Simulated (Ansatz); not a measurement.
# Au (Im-3m) in Ansatz: notebook

Runs on Au. Level: r2SCAN. Tasks: relaxation of cell and atoms.

Program: Ansatz 0.2.0. These are calculated values, not measurements. Logs are shortened: lines on timing, memory, paths and dates and some standing lists are left out, and cuts for length are marked.

**1. Starting point**

The structure is cubic, space group Im-3m (No. 229). Conventional cell: a = 3.315 Å, b = 3.315 Å, c = 3.315 Å, α = 90.00°, β = 90.00°, γ = 90.00°. Au (site symmetry m-3m) has 8 Au at 2.87 Å as nearest neighbours.

This isn't the form of Au at room conditions, which is fcc.

**2. Relaxation of cell and atoms, r2SCAN**

The input, input.yaml:

```yaml
crystal:
  lattice:
    - [-1.657269, 1.657269, 1.657269]
    - [1.657269, -1.657269, 1.657269]
    - [1.657269, 1.657269, -1.657269]
  atoms:
    - { symbol: Au, position: [0.0, 0.0, 0.0] }
hamiltonian:
  xc: r2scan
  pseudopotentials: { kind: paw }
kpoints:
  mp_grid: { grid: [11, 11, 11] }
scf:
  occupations: { method: fermi_dirac, width: 0.05 }
output:
  forces: true
  stress: true
  eigenvalues: true
relax:
  f_tol: 0.01
  max_steps: 40
  cell: { stress_tol: 0.05 }
```

Potentials or basis: Ansatz PAW.

Started as:

```sh
> ansatz run input.yaml --threads 2 --pin off --max-ram 5632MiB --backend cpu --events-out ev --progress --plain --runs-dir out
```

The log of the run:

```text
Warning: RAYON_NUM_THREADS=2 ignored (pool sized by the plan → 2); use --threads N
Engine: ansatz 0.2.0, x86_64-unknown-linux-gnu
Pseudopotentials: kind: paw
Pseudopotential: Au, paw, valence charge 19, recommended cutoff 500 eV (meta_gga), Au.paw.azcp
Functional definition: r2SCAN
  parameter k0 = 0.174
  parameter k1 = 0.065
  parameter a1 = 4.9479
  exchange = r2scan_x(k0 = k0, k1 = k1, a1 = a1)
  correlation = r2scan_c
Crystal: 1 atoms, lattice volume = 18.207 Å³
Basis set: ecut = 500 eV, 459 PW (Γ), exchange–correlation on 96×96×96 points (64 copies of the dense FFT grid, shifted against one another)
Bands: 14, of which v1, the nominal top of the filled ones, is band 10 counted from 1 (9 counted from 0)
Symmetry: 48 space group operations
Space group: Im-3m (ITA 229), of the structure as read, at distance tolerance 2.6e-5 Å
k-points: 56 of 1331
Non-local potential: Au, projectors of the file, l = 0: 3, l = 1: 2, l = 2: 2, l = 3: 1
PAW form: soft (Blöchl's): semilocal exchange-correlation on the pseudo side does not see the compensation charge
PAW frozen core: Au, regenerated for the run's functional (the file was generated under x = pbe(κ = 0.804, μ = 0.2195149727645171), c = pbe(β = 0.06672455060314922))
PAW one-centre angular grid: Au, 590 points (default); XC on 160 Gauss nodes
Initial density: superposition of atomic densities (neutral atoms: chi_scale 0, normalization atom), corrected by the library's trained network
Initial wavefunctions: pseudopotential atomic-orbital guess
Functional: x = r2scan, c = r2scan; τ floored in thin density (d = 2e-4 eV/Å³)
SCF iter   1: F=—  HF=-13163.487450 eV  |F-HF|=—  |Δ(HF+E_count)|=         —  Δρ=1.58e-2  dr2=4.83e-2  dr2_τ=3.35e-3  ethr=1.77e-3  ⟨swp⟩=5.3  Hψ=4128  notcnv=0
preconditioner: auto → Kerker (q_TF=auto, 2.748 Å⁻¹)  [metal: Δε(μ)=0.048 eV  Ē_g=16.459 eV  σ=0.050 eV  W_gap=0.23  n_scr=12 (ndim 8)  ℏωp=28.9 eV  f_vac=0.000  D(μ)=0.71/eV (n_scr^D=0)]
SCF iter   2: F=—  HF=-13163.476700 eV  |F-HF|=—  |Δ(HF+E_count)|=   1.08e-2  Δρ=6.16e-3  dr2=6.73e-3  dr2_τ=1.25e-3  ethr=2.54e-4  ⟨swp⟩=2.0  Hψ=1461  notcnv=0  defer=20
SCF iter   3: F=—  HF=-13163.477337 eV  |F-HF|=—  |Δ(HF+E_count)|=   6.38e-4  Δρ=2.32e-3  dr2=7.91e-4  dr2_τ=3.22e-5  ethr=3.54e-5  ⟨swp⟩=2.3  Hψ=1212  notcnv=0  defer=20
SCF iter   4: F=—  HF=-13163.477635 eV  |F-HF|=—  |Δ(HF+E_count)|=   2.98e-4  Δρ=6.78e-4  dr2=5.18e-5  dr2_τ=5.25e-6  ethr=4.16e-6  ⟨swp⟩=2.1  Hψ=1245  notcnv=0  defer=20
SCF iter   5: F=—  HF=-13163.477653 eV  |F-HF|=—  |Δ(HF+E_count)|=   1.87e-5  Δρ=1.71e-4  dr2=6.21e-6  dr2_τ=3.04e-7  ethr=2.72e-7  ⟨swp⟩=2.0  Hψ=1096  notcnv=0  defer=20
SCF iter   6: F=—  HF=-13163.477655 eV  |F-HF|=—  |Δ(HF+E_count)|=   1.09e-6  Δρ=3.41e-5  dr2=2.17e-7  dr2_τ=4.48e-9  ethr=3.27e-8  ⟨swp⟩=2.0  Hψ=1061  notcnv=0  defer=20
SCF iter   7: F=-13163.477655 eV  HF=-13163.477655 eV  |F-HF|=1.34e-9  |Δ(HF+E_count)|=   1.07e-8  Δρ=2.48e-6  dr2=5.61e-10  dr2_τ=2.77e-10  ethr=5.26e-10  ⟨swp⟩=6.1  Hψ=3394  notcnv=0
SCF 1 converged in 7 iterations: F = -13163.477655 eV  dr2 = 5.61e-10
relax step   1: F+E_penalty+E_count = -13163.47765461 eV  Δ(F+E_penalty+E_count) = +0.000e0 eV  max|allowed force component| = 0.000e0 eV/Å  Δτ_max = 0.0000 Å  P = -4.147 GPa  Ω = 18.207 Å³  (7 SCF iters, dr2 threshold 1.00e-7 eV, accepted)
Crystal: 1 atoms, lattice volume = 16.755 Å³
Basis set: ecut = 500 eV, 429 PW (Γ), exchange–correlation on 96×96×96 points (64 copies of the dense FFT grid, shifted against one another)
Initial density: handed on by an earlier stage of this run
Initial wavefunctions: those handed on with the density
iter 1 solved again at ethr=8.10e-5 eV; its pass at ethr=3.10e-3 eV (dr2=1.54e-2 eV) is discarded
SCF iter   1: F=—  HF=-13163.246548 eV  |F-HF|=—  |Δ(HF+E_count)|=         —  Δρ=9.26e-3  dr2=1.54e-2  dr2_τ=2.01e-1  ethr=8.10e-5  ⟨swp⟩=1.0  Hψ=5657  notcnv=0
preconditioner: auto → Kerker (q_TF=auto, 2.786 Å⁻¹)  [metal: Δε(μ)=0.049 eV  Ē_g=17.282 eV  σ=0.050 eV  W_gap=0.24  n_scr=12 (ndim 8)  ℏωp=30.1 eV  f_vac=0.000  D(μ)=0.71/eV (n_scr^D=12)]
SCF iter   2: F=—  HF=-13163.460768 eV  |F-HF|=—  |Δ(HF+E_count)|=   2.14e-1  Δρ=2.16e-3  dr2=2.96e-4  dr2_τ=5.53e-4  ethr=8.09e-5  ⟨swp⟩=2.1  Hψ=1350  notcnv=0
SCF iter   3: F=—  HF=-13163.461146 eV  |F-HF|=—  |Δ(HF+E_count)|=   3.78e-4  Δρ=1.26e-3  dr2=1.20e-4  dr2_τ=1.61e-5  ethr=1.56e-6  ⟨swp⟩=2.2  Hψ=1320  notcnv=0
SCF iter   4: F=—  HF=-13163.461256 eV  |F-HF|=—  |Δ(HF+E_count)|=   1.10e-4  Δρ=3.92e-4  dr2=2.20e-5  dr2_τ=9.01e-7  ethr=6.33e-7  ⟨swp⟩=2.5  Hψ=1243  notcnv=0
SCF iter   5: F=—  HF=-13163.461266 eV  |F-HF|=—  |Δ(HF+E_count)|=   9.82e-6  Δρ=1.36e-4  dr2=3.64e-6  dr2_τ=1.09e-7  ethr=1.16e-7  ⟨swp⟩=2.4  Hψ=1129  notcnv=0
SCF iter   6: F=—  HF=-13163.461266 eV  |F-HF|=—  |Δ(HF+E_count)|=   1.10e-7  Δρ=3.63e-5  dr2=2.52e-7  dr2_τ=9.43e-9  ethr=1.92e-8  ⟨swp⟩=2.2  Hψ=1036  notcnv=0
[... 17 lines left out ...]
relax step   3: F+E_penalty+E_count = -13163.48503297 eV  Δ(F+E_penalty+E_count) = -7.378e-3 eV  max|allowed force component| = 0.000e0 eV/Å  Δτ_max = 0.0000 Å  P = -0.511 GPa  Ω = 17.726 Å³  energy of the carried Pulay correction = +2.193e-4 eV  (10 SCF iters, accepted)
Crystal: 1 atoms, lattice volume = 17.665 Å³
iter 1 solved again at ethr=1.72e-7 eV; its pass at ethr=3.10e-3 eV (dr2=3.27e-5 eV) is discarded
SCF iter   1: F=—  HF=-13163.484752 eV  |F-HF|=—  |Δ(HF+E_count)|=         —  Δρ=4.52e-4  dr2=3.93e-5  dr2_τ=3.40e-4  ethr=1.72e-7  ⟨swp⟩=2.4  Hψ=5150  notcnv=0
preconditioner: auto → Kerker (q_TF=auto, 2.762 Å⁻¹)  [metal: Δε(μ)=0.029 eV  Ē_g=16.671 eV  σ=0.050 eV  W_gap=0.14  n_scr=12 (ndim 8)  ℏωp=29.3 eV  f_vac=0.000  D(μ)=0.80/eV (n_scr^D=12)]
SCF iter   2: F=—  HF=-13163.485158 eV  |F-HF|=—  |Δ(HF+E_count)|=   4.06e-4  Δρ=1.31e-4  dr2=1.56e-6  dr2_τ=1.91e-6  ethr=1.72e-7  ⟨swp⟩=2.1  Hψ=1131  notcnv=0
SCF iter   3: F=—  HF=-13163.485159 eV  |F-HF|=—  |Δ(HF+E_count)|=   7.23e-7  Δρ=6.93e-5  dr2=3.52e-7  dr2_τ=6.50e-8  ethr=5.26e-10  ⟨swp⟩=5.9  Hψ=3756  notcnv=0
SCF iter   4: F=-13163.485159 eV  HF=-13163.485159 eV  |F-HF|=4.52e-8  |Δ(HF+E_count)|=   2.97e-7  Δρ=2.06e-5  dr2=8.80e-8  dr2_τ=4.50e-9  ethr=5.26e-10  ⟨swp⟩=5.5  Hψ=3634  notcnv=0
SCF 4 converged in 4 iterations: F = -13163.485159 eV  dr2 = 8.80e-8
relax step   4: F+E_penalty+E_count = -13163.48515880 eV  Δ(F+E_penalty+E_count) = -1.258e-4 eV  max|allowed force component| = 0.000e0 eV/Å  Δτ_max = 0.0000 Å  P = -0.011 GPa  Ω = 17.665 Å³  energy of the carried Pulay correction = +2.470e-4 eV  (4 SCF iters, dr2 threshold 1.00e-7 eV, accepted)
Initial wavefunctions: pseudopotential atomic-orbital guess (no wavefunctions were taken with the density)
iter 1 solved again at ethr=1.03e-9 eV; its pass at ethr=3.10e-3 eV (dr2=1.96e-7 eV) is discarded
SCF iter   1: F=—  HF=-13163.484926 eV  |F-HF|=—  |Δ(HF+E_count)|=         —  Δρ=8.02e-5  dr2=1.85e-7  dr2_τ=1.03e-6  ethr=1.03e-9  ⟨swp⟩=4.1  Hψ=6804  notcnv=0
preconditioner: auto → Kerker (q_TF=auto, 2.762 Å⁻¹)  [metal: Δε(μ)=0.027 eV  Ē_g=16.668 eV  σ=0.050 eV  W_gap=0.13  n_scr=12 (ndim 8)  ℏωp=29.3 eV  f_vac=0.000  D(μ)=0.80/eV (n_scr^D=12)]
SCF iter   2: F=—  HF=-13163.484927 eV  |F-HF|=—  |Δ(HF+E_count)|=   2.44e-7  Δρ=4.25e-5  dr2=5.02e-8  dr2_τ=6.08e-8  ethr=9.71e-10  ⟨swp⟩=2.5  Hψ=1093  notcnv=0
SCF iter   3: F=—  HF=-13163.484927 eV  |F-HF|=—  |Δ(HF+E_count)|=   8.86e-8  Δρ=2.91e-6  dr2=9.60e-10  dr2_τ=1.16e-10  ethr=2.64e-10  ⟨swp⟩=2.0  Hψ=1089  notcnv=0
SCF iter   4: F=—  HF=-13163.484927 eV  |F-HF|=—  |Δ(HF+E_count)|=   1.83e-9  Δρ=1.23e-6  dr2=1.30e-10  dr2_τ=1.83e-11  ethr=5.06e-12  ⟨swp⟩=2.0  Hψ=1095  notcnv=0
SCF iter   5: F=-13163.484927 eV  HF=-13163.484927 eV  |F-HF|=2.00e-11  |Δ(HF+E_count)|=  2.86e-10  Δρ=2.26e-7  dr2=2.36e-12  dr2_τ=2.75e-12  ethr=1.00e-12  ⟨swp⟩=4.3  Hψ=3591  notcnv=0
SCF 5 converged in 5 iterations: F = -13163.484927 eV  dr2 = 2.36e-12
relax step   5: F+E_penalty+E_count = -13163.48492663 eV  Δ(F+E_penalty+E_count) = +2.322e-4 eV  max|allowed force component| = 0.000e0 eV/Å  Δτ_max = 0.0000 Å  P = -0.020 GPa  Ω = 17.665 Å³  stress off target by 1.98e-2 GPa  SCF on the basis re-selected at this cell (its energy is not comparable with the rows above)  (5 SCF iters)
basis re-selected at this cell: Δ(F+E_penalty+E_count) = +2.322e-4 eV, ΔP = -0.009 GPa vs the last step (what re-selecting the basis moved, of the pressure what is left beyond the Pulay correction that the steps carried, after the strain that the cell walked since its last selection, with what the two solves' SCF thresholds leave and, on support functions, any second-order correction that the steps lacked; it is no measure of the basis error at this ecutwfc). This SCF's stress stands 1.98e-2 GPa from its target on what of the cell is left free (relax.cell.stress_tol is 5.00e-2 GPa) and its largest allowed force component is 0.00e0 eV/Å (relax.f_tol is 1.00e-2 eV/Å): within both
SCF converged after 5 iterations
Free energy (F): -13163.484927 eV
Harris-Foulkes:  -13163.484927 eV  (|F-HF|=2.00e-11)
Internal energy: -13163.479232 eV  (E = F + TS)
E sigma→0 (E₀):  -13163.482080 eV
Entropy (-TS):   -0.005694 eV (-5.694 meV/atom)
Fermi energy:    19.424104 eV
--- Per-component energies (eV) ---
  E_band       = -241.774890
  E_kinetic    = 605.382650
  E_local      = -1763.453223  (includes V_loc(G=0)·N_el)
  E_nonlocal   = 75.939180
  E_hartree    = 750.714833
  E_xc         = -217.949996
  E_vxc        = -306.514882  (∫ρ·V_xc dr)
  E_paw        = -9731.317104  (= ΣΔE_a)
  E_vpaw       = -375.474160  (= ΣTr[D̂ρ^β])
  E_aug_tail   = 0.000774  (compensation charges beyond the density's cutoff)
  E_vtau       = 20.915060  (kinetic-family band-sum trace: ∫τ·v_τ [+ j·A + Jᵃ·Aᵃ] dr)
  E_ewald      = -2882.620023
  E_core_change = -0.176324  (= ΣΔE_core)
  E_smearing   = -0.005694  (= −TS)
  E_closure    = 0.000000  (closes the sum)
  Σ components = -13163.484927   (vs F -13163.484927, Δ=0.00e0)
--- Forces (eV/Å), atoms counted from 1 ---
  atom   1  Au     0.00000000     0.00000000     0.00000000
  max |Σ_I F_I| component: 4.77e-31 eV/Å
--- Stress (GPa, compression-positive) ---
       -0.019828      -0.000000       0.000000
        0.000000      -0.019828       0.000000
        0.000000       0.000000      -0.019828
  P = ⅓ Tr σ = -0.0198 GPa (-0.198 kbar)
--- Band table (eV; the first three rows and the last of 56) ---
  k-point 0: bands = ["-87.9994", "-38.7701", "-38.7701", "-38.7701", "9.8417", "14.5751", "14.5751", "14.5751", "16.4448", "16.4448", "36.7442", "36.7442", "36.7442", "44.1078"]
  k-point 1: bands = ["-87.9984", "-38.7871", "-38.7764", "-38.7699", "10.1467", "14.4834", "14.5858", "14.7866", "16.3403", "16.4511", "36.6083", "36.7799", "37.1188", "41.6752"]
  k-point 2: bands = ["-87.9958", "-38.8323", "-38.7930", "-38.7693", "10.9822", "14.2456", "14.6233", "15.3889", "16.1681", "16.4744", "34.7584", "36.1914", "38.1572", "39.9974"]
  k-point 55: bands = ["-87.9775", "-38.9314", "-38.9293", "-38.9293", "12.7842", "12.8114", "17.4175", "17.4175", "17.5243", "24.9339", "26.5067", "26.5067", "30.2394", "35.8035"]
--- Relaxed structure (4 steps of the walk, 3 accepted, 1 SCFs on fresh bases) ---
  F+E_penalty+E_count = -13163.48492663 eV   max|allowed force component| = 0.000e0 eV/Å   (the final SCF, on the basis selected at the relaxed cell)
  cell:  # Å, volume = 17.6654 Å³
    - [-1.640671095756435, 1.640671095756435, 1.640671095756435]
    - [1.640671095756435, -1.640671095756435, 1.640671095756435]
    - [1.640671095756435, 1.640671095756435, -1.640671095756435]
  atoms:
    - { symbol: Au, position: [0.0, 0.0, 0.0] }
```

It took 8.2 s on 2 threads of Intel Xeon at 2.70GHz, shared host; peak memory 0.38 GiB.

What came out:

```
Free energy                            : -13163.4849 eV
Relaxed volume                         : 17.67 Å³/atom
Relaxed cell                           : a = 2.842 Å, b = 2.842 Å, c = 2.842 Å, α = 109.47°, β = 109.47°, γ = 109.47°
Space group after relaxing (to 0.05 Å) : Im-3m (No. 229)
Energy gained by relaxing              : 7.3 meV/atom
Ionic steps                            : 4
Pressure after relaxing                : 0.0 GPa
Band gap on the k mesh                 : none (metal or under the smearing width)
```

The path:
```
step  energy change (eV)  largest force (eV/Å)  volume (Å³)
   1              0.0000                0.0000        18.21
   2             -0.0074                0.0000        17.73
   3             -0.0075                0.0000        17.67
   4             -0.0073                0.0000        17.67
```

Final structure:
```
CELL_PARAMETERS angstrom
-1.64067 1.64067 1.64067
1.64067 -1.64067 1.64067
1.64067 1.64067 -1.64067
ATOMIC_POSITIONS crystal
Au 0.00000 0.00000 0.00000
```

Caveat: the plane-wave basis is chosen anew once the cell has moved, so the energies of steps on either side of that aren't comparable; the PAW data sets come from PBE, with cores solved anew for the run's functional, which leaves a small shift of forces and pressure. The run has no spin-orbit coupling, so splittings on Au are missing.

**3. Relaxation of cell and atoms, r2SCAN, target pressure 2 GPa, at which the enthalpy is minimised**

Edit input.yaml of step 2 so:

```diff
@@ -18,2 +18,6 @@
   eigenvalues: true
+  write_density: true
+  write_potential: true
+  elf: true
+  volumetric_format: npy
 relax:
@@ -21,2 +25,2 @@
   max_steps: 40
-  cell: { stress_tol: 0.05 }
+  cell: { stress_tol: 0.05, p_target: 2.0 }
```

Potentials or basis: Ansatz PAW.

Started as:

```sh
> ansatz run input.yaml --threads 2 --pin off --max-ram 5632MiB --backend cpu --events-out ev --progress --plain --runs-dir out
```

Wall time 8.3 s (2 threads of Intel Xeon at 2.70GHz, shared host); peak memory 0.39 GiB.

Results (log left out):

| Quantity | Value |
| --- | --- |
| Free energy | -13163.4836 eV |
| Relaxed volume | 17.44 Å³/atom |
| Relaxed cell | a = 2.829 Å, b = 2.829 Å, c = 2.829 Å, α = 109.47°, β = 109.47°, γ = 109.47° |
| Space group after relaxing (to 0.05 Å) | Im-3m (No. 229) |
| Energy change on relaxing (the enthalpy is what falls) | -5.9 meV/atom |
| Ionic steps | 4 |
| Pressure after relaxing | 2.0 GPa |
| Band gap on the k mesh | none (metal or under the smearing width) |

The path:
```
step  energy change (eV)  largest force (eV/Å)  volume (Å³)
   1              0.0000                0.0000        18.21
   2             -0.0073                0.0000        17.57
   3             -0.0062                0.0000        17.44
   4             -0.0059                0.0000        17.44
```

Final structure:
```
Au
1.0
    -1.63357    1.63357    1.63357
     1.63357   -1.63357    1.63357
     1.63357    1.63357   -1.63357
Au
1
Direct
  0.00000 0.00000 0.00000
```

Levels at points of the mesh, in eV from the Fermi level:
| k point | band 8 | band 9 | band 10 | band 11 | band 12 | band 13 |
| --- | --- | --- | --- | --- | --- | --- |
| (0.00, 0.00, 0.00) | -4.92 | -3.01 | -3.01 | 17.33 | 17.33 | 17.33 |

Caveat: the plane-wave basis is chosen anew once the cell has moved, so the energies of steps on either side of that aren't comparable; the PAW data sets come from PBE, with cores solved anew for the run's functional, which leaves a small shift of forces and pressure. Spin-orbit coupling is left out, which matters for the levels of Au.

**4. Relaxation of cell and atoms, r2SCAN, target pressure 5 GPa, at which the enthalpy is minimised**

Edit input.yaml of step 3 so:

```diff
@@ -18,6 +18,2 @@
   eigenvalues: true
-  write_density: true
-  write_potential: true
-  elf: true
-  volumetric_format: npy
 relax:
@@ -25,2 +21,2 @@
   max_steps: 40
-  cell: { stress_tol: 0.05, p_target: 2.0 }
+  cell: { stress_tol: 0.05, p_target: 5.0 }
```

Started as:

```sh
> ansatz run input.yaml --threads 2 --pin off --max-ram 5632MiB --backend cpu --events-out ev --progress --plain --runs-dir out
```

Run time: 7.5 s. Hardware: 2 threads of Intel Xeon at 2.70GHz, shared host; peak memory 0.38 GiB.

It converged, with:

```
Free energy                                            : -13163.4769 eV
Relaxed volume                                         : 17.13 Å³/atom
Relaxed cell                                           : a = 2.813 Å, b = 2.813 Å, c = 2.813 Å, α = 109.47°, β = 109.47°, γ = 109.47°
Space group after relaxing (to 0.05 Å)                 : Im-3m (No. 229)
Energy change on relaxing (the enthalpy is what falls) : +0.8 meV/atom
Ionic steps                                            : 4
Pressure after relaxing                                : 5.0 GPa
Band gap on the k mesh                                 : none (metal or under the smearing width)
```

Step by step:
| step | energy change (eV) | largest force (eV/Å) | volume (Å³) |
| --- | --- | --- | --- |
| 1 | 0.0000 | 0.0000 | 18.21 |
| 2 | -0.0046 | 0.0000 | 17.33 |
| 3 | 0.0003 | 0.0000 | 17.13 |
| 4 | 0.0008 | 0.0000 | 17.13 |

Final structure:
```
CELL_PARAMETERS angstrom
-1.62384 1.62384 1.62384
1.62384 -1.62384 1.62384
1.62384 1.62384 -1.62384
ATOMIC_POSITIONS crystal
Au 0.00000 0.00000 0.00000
```

Levels at points of the mesh, in eV from the Fermi level:
```tsv
k point	band 7	band 8	band 9	band 10	band 11	band 12
(0.00, 0.00, 0.00)	-5.02	-5.02	-3.05	-3.05	17.34	17.34
```

Caveat: the plane-wave basis is chosen anew once the cell has moved, so the energies of steps on either side of that aren't comparable; the PAW data sets come from PBE, with cores solved anew for the run's functional, which leaves a small shift of forces and pressure. Spin-orbit coupling is left out, which matters for the levels of Au.

(Continued in part 2 of 2.)
